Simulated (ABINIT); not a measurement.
# HfC (Fm-3m) in ABINIT: further runs

Runs on HfC. Level: LDA. Tasks: single point.

All numbers are computed with ABINIT 10.8.3 (patched build); they aren't measurements. Logs are shortened: lines on timing, memory, paths and dates and some standing lists are left out, and cuts for length are marked. The log counts tension as positive stress, the text compression.

**1. The crystal as given**

The structure is cubic, space group Fm-3m (No. 225). The conventional cell has a = 4.650 Å, b = 4.650 Å, c = 4.650 Å, α = 90.00°, β = 90.00°, γ = 90.00°. Around Hf (site symmetry m-3m) lie 6 C at 2.33 Å. C (site symmetry m-3m) is surrounded by 6 Hf at 2.33 Å.

**2. Single point, LDA**

Input file run.abi:

```
# Pseudopotentials
pp_dirpath "./"
pseudos "Hf.LDA_PW-JTH.xml, C.LDA_PW-JTH.xml"

# Structure
acell 3*1.0
rprim
     0.0000000000     4.3936132398     4.3936132398
     4.3936132398     0.0000000000     4.3936132398
     4.3936132398     4.3936132398     0.0000000000
ntypat 2
znucl 72 6
natom 2
typat 1 2
xred
     0.5000000000     0.5000000000     0.5000000000
     0.0000000000     0.0000000000     0.0000000000

# Plane-wave basis
ecut 14.0
pawecutdg 28.0

# k points
kptopt 1
ngkpt 8 8 8
nshiftk 1
shiftk 0.0 0.0 0.0

# Exchange and correlation
ixc 7

# Bands and occupations
nband 12
occopt 3
tsmear 0.05 eV

# SCF cycle
nstep 100
tolvrs 1.0e-9

# Output
iomode 3
prtwf 0
prtden 0
prteig 0
prtebands 0
enunit 2
```

Potentials or basis: JTH PAW LDA v2.0.

The run is started by

```
$ abinit run.abi > log 2>&1
```

run.abo:

```text
.Version 10.8.3 of ABINIT
 Symmetries : space group Fm -3 m (#225); Bravais cF (face-center cubic)
================================================================================
 Values of the parameters that define the memory need of the present run
     intxc =       0    ionmov =       0      iscf =      17    lmnmax =      18
     lnmax =       6     mgfft =      24  mpssoang =       3    mqgrid =    3001
     natom =       2  nloc_mem =       2    nspden =       1   nspinor =       1
    nsppol =       1      nsym =      48    n1xccc =       1    ntypat =       2
    occopt =       3   xclevel =       1
       mpw =         432          nfft =       13824          nkpt =          29
 PAW method is used; the additional fine FFT grid is defined by:
   mgfftf=        30    nfftf =     27000
================================================================================
================================================================================

--------------------------------------------------------------------------------
------------- Echo of variables that govern the present computation ------------
--------------------------------------------------------------------------------
 -outvars: echo values of preprocessed input variables --------
            acell      1.0000000000E+00  1.0000000000E+00  1.0000000000E+00 Bohr
              amu      1.78490000E+02  1.20110000E+01
             ecut      1.40000000E+01 Hartree
           enunit           2
              ixc           7
         kptrlatt        8    0    0      0    8    0      0    0    8
          kptrlen      4.97080595E+01
            natom           2
            nband          12
            ngfft          24      24      24
          ngfftdg          30      30      30
             nkpt          29
            nstep         100
             nsym          48
           ntypat           2
           occopt           3
        pawecutdg      2.80000000E+01 Hartree
           prtden           0
        prtebands           0
           prteig           0
            prtwf           0
            rprim      0.0000000000E+00  4.3936132398E+00  4.3936132398E+00
                       4.3936132398E+00  0.0000000000E+00  4.3936132398E+00
                       4.3936132398E+00  4.3936132398E+00  0.0000000000E+00
          spgroup         225
           tolvrs      1.00000000E-09
           tsmear      1.83746611E-03 Hartree
            typat      1  2
           useylm           1
           xangst      2.3249999984E+00  2.3249999984E+00  2.3249999984E+00
                       0.0000000000E+00  0.0000000000E+00  0.0000000000E+00
            xcart      4.3936132398E+00  4.3936132398E+00  4.3936132398E+00
                       0.0000000000E+00  0.0000000000E+00  0.0000000000E+00
             xred      5.0000000000E-01  5.0000000000E-01  5.0000000000E-01
                       0.0000000000E+00  0.0000000000E+00  0.0000000000E+00
            znucl       72.00000    6.00000

================================================================================

 chkinp: Checking input parameters for consistency.

================================================================================
== DATASET  1 ==================================================================

--- !DatasetInfo
iteration_state: {dtset: 1, }
dimensions: {natom: 2, nkpt: 29, mband: 12, nsppol: 1, nspinor: 1, nspden: 1, mpw: 432, }
cutoff_energies: {ecut:  14.0, pawecutdg:  28.0, }
electrons: {nelect:   1.60000000E+01, charge:   0.00000000E+00, occopt:   3.00000000E+00, tsmear:   1.83746611E-03, }
meta: {optdriver: 0, ionmov: 0, optcell: 0, iscf: 17, paral_kgb: 0, }
...

 Exchange-correlation functional for the present dataset will be:
  LDA: Perdew-Wang 92 LSD fit to Ceperley-Alder data - ixc=7
  J.P.Perdew and Y.Wang, PRB 45, 13244 (1992)

 Real(R)+Recip(G) space primitive vectors, cartesian coordinates (Bohr,Bohr^-1):
 R(1)=  0.0000000  4.3936132  4.3936132  G(1)= -0.1138016  0.1138016  0.1138016
 R(2)=  4.3936132  0.0000000  4.3936132  G(2)=  0.1138016 -0.1138016  0.1138016
 R(3)=  4.3936132  4.3936132  0.0000000  G(3)=  0.1138016  0.1138016 -0.1138016
 Unit cell volume ucvol=  1.6962719E+02 bohr^3
 Angles (23,13,12)=  6.00000000E+01  6.00000000E+01  6.00000000E+01 degrees

 Coarse grid specifications (used for wave-functions):

 getcut: wavevector=  0.0000  0.0000  0.0000  ngfft=  24  24  24
         ecut(hartree)=     14.000   => boxcut(ratio)=   2.29322

 getcut : COMMENT -
  Note that boxcut > 2.2 ; recall that boxcut=Gcut(box)/Gcut(sphere) = 2
  is sufficient for exact treatment of convolution.
  Such a large boxcut is a waste : you could raise ecut
  e.g. ecut=   18.405965 Hartrees makes boxcut=2

 Fine grid specifications (used for densities):

[... 48 lines left out ...]
  sigma(2 2)=  4.98602423E-04  sigma(3 1)=  0.00000000E+00
  sigma(3 3)=  4.98602423E-04  sigma(2 1)=  0.00000000E+00

--- !ResultsGS
iteration_state: {dtset: 1, }
comment   : Summary of ground state results
lattice_vectors:
- [  0.0000000,   4.3936132,   4.3936132, ]
- [  4.3936132,   0.0000000,   4.3936132, ]
- [  4.3936132,   4.3936132,   0.0000000, ]
lattice_lengths: [   6.21351,    6.21351,    6.21351, ]
lattice_angles: [ 60.000,  60.000,  60.000, ] # degrees, (23, 13, 12)
lattice_volume:   1.6962719E+02
convergence: {deltae:  2.977E-11, res2:  6.575E-11, residm:  5.759E-05, diffor: null, }
etotal    :  -5.61158798E+01
entropy   :   0.00000000E+00
fermie    :   2.46321368E-03
cartesian_stress_tensor: # hartree/bohr^3
- [  4.98602423E-04,   0.00000000E+00,   0.00000000E+00, ]
- [  0.00000000E+00,   4.98602423E-04,   0.00000000E+00, ]
- [  0.00000000E+00,   0.00000000E+00,   4.98602423E-04, ]
pressure_GPa:  -1.4669E+01
xred      :
- [  5.0000E-01,   5.0000E-01,   5.0000E-01, Hf]
- [  0.0000E+00,   0.0000E+00,   0.0000E+00,  C]
cartesian_forces: # hartree/bohr
- [ -0.00000000E+00,  -0.00000000E+00,  -0.00000000E+00, ]
- [ -0.00000000E+00,  -0.00000000E+00,  -0.00000000E+00, ]
force_length_stats: {min:   0.00000000E+00, max:   0.00000000E+00, mean:   0.00000000E+00, }
...

 Integrated electronic density in atomic spheres:
 ------------------------------------------------
 Atom  Sphere_radius  Integrated_density
    1        2.41119          9.63018057
    2        1.50737          2.37394553

================================================================================

 ----iterations are completed or convergence reached----

 Mean square residual over all n,k,spin=   40.199E-08; max=  57.592E-06
 reduced coordinates (array xred) for    2 atoms
       0.500000000000      0.500000000000      0.500000000000
       0.000000000000      0.000000000000      0.000000000000
 rms dE/dt=  0.0000E+00; max dE/dt=  0.0000E+00; dE/dt below (all hartree)
    1       0.000000000000      0.000000000000      0.000000000000
    2       0.000000000000      0.000000000000      0.000000000000

 cartesian coordinates (angstrom) at end:
    1      2.32499999844655     2.32499999844655     2.32499999844655
    2      0.00000000000000     0.00000000000000     0.00000000000000

 cartesian forces (hartree/bohr) at end:
    1     -0.00000000000000    -0.00000000000000    -0.00000000000000
    2     -0.00000000000000    -0.00000000000000    -0.00000000000000
 frms,max,avg= 0.0000000E+00 0.0000000E+00   0.000E+00  0.000E+00  0.000E+00 h/b

 cartesian forces (eV/Angstrom) at end:
    1     -0.00000000000000    -0.00000000000000    -0.00000000000000
    2     -0.00000000000000    -0.00000000000000    -0.00000000000000
 frms,max,avg= 0.0000000E+00 0.0000000E+00   0.000E+00  0.000E+00  0.000E+00 e/A
 length scales=  1.000000000000  1.000000000000  1.000000000000 bohr
              =  0.529177210544  0.529177210544  0.529177210544 angstroms
 Fermi (or HOMO) energy (hartree) =   0.00246   Average Vxc (hartree)=  -0.46479
 Eigenvalues (hartree) for nkpt=  29  k points:
 kpt#   1, nband= 12, wtk=  0.00195, kpt=  0.0000  0.0000  0.0000 (reduced coord)
  -2.23889   -1.07910   -1.07910   -1.07910   -0.44216    0.04289    0.04289    0.04289
   0.05306    0.05306    0.05306    0.12745
      occupation numbers for kpt#   1
   2.00000    2.00000    2.00000    2.00000    2.00000    0.00000    0.00000    0.00000
   0.00000    0.00000    0.00000    0.00000
 prteigrs : prtvol=0 or 1, do not print more k-points.

 Fermi (or HOMO) energy (eV) =   0.06703   Average Vxc (eV)= -12.64750
 Eigenvalues (   eV  ) for nkpt=  29  k points:
 kpt#   1, nband= 12, wtk=  0.00195, kpt=  0.0000  0.0000  0.0000 (reduced coord)
 -60.92343  -29.36388  -29.36388  -29.36388  -12.03191    1.16710    1.16710    1.16710
   1.44381    1.44381    1.44381    3.46809
 prteigrs : prtvol=0 or 1, do not print more k-points.

--- !EnergyTerms
iteration_state     : {dtset: 1, }
comment             : Components of total free energy in Hartree
kinetic             :  8.58501261284944E+00
hartree             :  5.78968477942387E+00
xc                  : -1.11028424313383E+01
Ewald energy        : -4.76937911381635E+01
psp_core            :  9.03882584097131E+00
local_psp           : -1.65400330833530E+00
PAW spherical_terms : -1.90786638882988E+01
internal            : -5.61157775328913E+01
'-kT*entropy'       : -9.88056535638119E-05
total_energy        : -5.61158763385449E+01
total_energy_eV     : -1.52699078557985E+03
...

--- !EnergyTermsDC
iteration_state     : {dtset: 1, }
comment             : '"Double-counting" decomposition of free energy'
band_energy         : -1.22835491047605E+01
Ewald energy        : -4.76937911381635E+01
psp_core            :  9.03882584097131E+00
xc_dc               : -1.06581431884455E+01
PAW spherical_terms :  5.48087659250359E+00
internal            : -5.61157809978946E+01
'-kT*entropy'       : -9.88056535638119E-05
total_energy_dc     : -5.61158798035481E+01
total_energy_dc_eV  : -1.52699087986739E+03
...

--- !EnergyTermsWithPAWCore
iteration_state     : {dtset: 1, }
comment             : 'Components of total free energy, including PAW core contributions'
Total energy        : -1.51073843586749E+04
Total energy DC     : -1.51073843621399E+04
Total energy (eV)   : -4.11092870950396E+05
Total energy DC (eV): -4.11092871044683E+05
...

 Cartesian components of stress tensor (hartree/bohr^3)
  sigma(1 1)=  4.98602423E-04  sigma(3 2)=  0.00000000E+00
  sigma(2 2)=  4.98602423E-04  sigma(3 1)=  0.00000000E+00
  sigma(3 3)=  4.98602423E-04  sigma(2 1)=  0.00000000E+00

-Cartesian components of stress tensor (GPa)         [Pressure= -1.4669E+01 GPa]
- sigma(1 1)=  1.46693898E+01  sigma(3 2)=  0.00000000E+00
- sigma(2 2)=  1.46693898E+01  sigma(3 1)=  0.00000000E+00
- sigma(3 3)=  1.46693898E+01  sigma(2 1)=  0.00000000E+00

== END DATASET(S) ==============================================================
================================================================================

 -outvars: echo values of variables after computation  --------
            acell      1.0000000000E+00  1.0000000000E+00  1.0000000000E+00 Bohr
           etotal     -5.6115879804E+01
            fcart     -0.0000000000E+00 -0.0000000000E+00 -0.0000000000E+00
                      -0.0000000000E+00 -0.0000000000E+00 -0.0000000000E+00
            rprim      0.0000000000E+00  4.3936132398E+00  4.3936132398E+00
                       4.3936132398E+00  0.0000000000E+00  4.3936132398E+00
                       4.3936132398E+00  4.3936132398E+00  0.0000000000E+00
           strten      4.9860242340E-04  4.9860242340E-04  4.9860242340E-04
                       0.0000000000E+00  0.0000000000E+00  0.0000000000E+00
           xangst      2.3249999984E+00  2.3249999984E+00  2.3249999984E+00
                       0.0000000000E+00  0.0000000000E+00  0.0000000000E+00
             xred      5.0000000000E-01  5.0000000000E-01  5.0000000000E-01
                       0.0000000000E+00  0.0000000000E+00  0.0000000000E+00
 Calculation completed.
```

Wall time 6.3 s (1 thread of Arm Neoverse V1, shared host); peak memory 0.07 GiB.

What came out:

```yaml
Free_energy: -1526.9909 eV
Band_gap_on_the_k_mesh: none (metal or under the smearing width)
Valence_electrons_inside_the_program's_atomic_spheres: Hf 9.63; C 2.37
```

Caveat: the cutoff is too short for stress, so the log's stress isn't used. The run has no spin-orbit coupling, so splittings on Hf are missing.

**3. Single point, LDA**

Input file run.abi:

```
pp_dirpath "./"
pseudos "Hf.upf, C.upf"

acell 3*1.0 Angstrom
rprim
     0.0000000000     2.3250000000     2.3250000000
     2.3250000000     0.0000000000     2.3250000000
     2.3250000000     2.3250000000     0.0000000000
ntypat 2
znucl 72 6
natom 2
typat 1 2
xcart
     2.3250000000     2.3250000000     2.3250000000
     0.0000000000     0.0000000000     0.0000000000 Angstrom

ecut 31.0

kptopt 1
ngkpt 8 8 8
nshiftk 1
shiftk 0.0 0.0 0.0

ixc 7

nband 12
occopt 3
tsmear 0.05 eV

nstep 100
tolvrs 1.0e-10

iomode 3
prtwf 0
prtden 0
prteig 0
prtebands 0
```

Potentials or basis: PseudoDojo NC SR LDA v0.4.1 standard.

The run is started by

```
$ abinit run.abi > log 2>&1
```

run.abo:

```text
.Version 10.8.3 of ABINIT
 Symmetries : space group Fm -3 m (#225); Bravais cF (face-center cubic)
================================================================================
 Values of the parameters that define the memory need of the present run
     intxc =       0    ionmov =       0      iscf =       7    lmnmax =       8
     lnmax =       8     mgfft =      32  mpssoang =       4    mqgrid =    3001
     natom =       2  nloc_mem =       1    nspden =       1   nspinor =       1
    nsppol =       1      nsym =      48    n1xccc =    2501    ntypat =       2
    occopt =       3   xclevel =       1
       mpw =        1424          nfft =       32768          nkpt =          29
================================================================================
================================================================================

--------------------------------------------------------------------------------
------------- Echo of variables that govern the present computation ------------
[... 198 lines left out ...]
- sigma(3 3)=  1.49738538E+01  sigma(2 1)=  0.00000000E+00

== END DATASET(S) ==============================================================
================================================================================

 -outvars: echo values of variables after computation  --------
            acell      1.8897261259E+00  1.8897261259E+00  1.8897261259E+00 Bohr
           etotal     -6.2555007029E+01
            fcart     -0.0000000000E+00 -0.0000000000E+00 -0.0000000000E+00
                      -0.0000000000E+00 -0.0000000000E+00 -0.0000000000E+00
            rprim      0.0000000000E+00  2.3250000000E+00  2.3250000000E+00
                       2.3250000000E+00  0.0000000000E+00  2.3250000000E+00
                       2.3250000000E+00  2.3250000000E+00  0.0000000000E+00
           strten      5.0895094605E-04  5.0895094605E-04  5.0895094605E-04
                       0.0000000000E+00  0.0000000000E+00  0.0000000000E+00
           xangst      2.3250000000E+00  2.3250000000E+00  2.3250000000E+00
                       0.0000000000E+00  0.0000000000E+00  0.0000000000E+00
             xred      5.0000000000E-01  5.0000000000E-01  5.0000000000E-01
                       0.0000000000E+00  0.0000000000E+00  0.0000000000E+00
 Calculation completed.
```

It took 16 s on 1 thread of Arm Neoverse V1, shared host; peak memory 0.06 GiB.

Results:

| Quantity | Value |
| --- | --- |
| Free energy | -1702.2085 eV |
| Band gap on the k mesh | none (metal or under the smearing width) |
| Valence electrons inside the program's atomic spheres | Hf 8.45; C 3.88 |

Levels at points of the mesh, in eV from the Fermi level:
| k point | band 6 | band 7 | band 8 | band 9 | band 10 | band 11 |
| --- | --- | --- | --- | --- | --- | --- |
| (0.00, 0.00, 0.00) | 1.10 | 1.10 | 1.10 | 1.38 | 1.38 | 1.38 |
| (0.50, 0.00, 0.00) | -6.09 | -2.94 | -2.94 | 5.28 | 5.28 | 5.75 |
| (0.50, 0.50, 0.00) | -2.48 | -1.76 | 0.00 | 0.00 | 5.32 | 6.70 |

Caveat: the cutoff is too short for stress, so the log's stress isn't used.
